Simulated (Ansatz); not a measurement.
The system is CdSe.

```
CELL_PARAMETERS angstrom
3.55686 0.00000 0.00000
0.00000 3.55686 0.00000
0.00000 0.00000 3.55686
ATOMIC_POSITIONS crystal
Cd 0.50000 0.50000 0.50000
Se 0.00000 0.00000 0.00000
```

The cell was built by a generator and needn't be a form met in nature.

```yaml
Program: Ansatz 0.2.0
Task: single point
Functional: PBE
Potentials_or_basis: Ansatz PAW
Cutoff: "420 eV (not typed: the program's choice for these potentials)"
k_mesh: 8 × 8 × 8
Occupations: fermi-dirac, width 0.05 eV
Spin: no spin polarisation
```

On this cell: pressure 0.0 GPa; largest force zero by symmetry; band gap on the k mesh none (metal or under the smearing width).

The same run follows on a disturbed copy (atoms moved at random, drawn with an rms of 0.05 Å):

```
Cd Se
1.0
     3.55686    0.00000    0.00000
     0.00000    3.55686    0.00000
     0.00000    0.00000    3.55686
Cd Se
1 1
Direct
  0.50365 0.49528 0.50576
  0.99472 0.00497 0.98673
```

What does the disturbed cell give?

The energy (extrapolated to zero smearing) moves by -0.2 meV/atom; pressure 0.1 GPa; largest force 0.006 eV/Å; band gap on the k mesh none (metal or under the smearing width).

Forces on the atoms (eV/Å):
```
Cd   0.002 -0.002  0.005
Se  -0.002  0.002 -0.005
```

Stress tensor (GPa, compression positive):
```
 0.13 -0.03  0.05
-0.03  0.13 -0.06
 0.05 -0.06  0.11
```
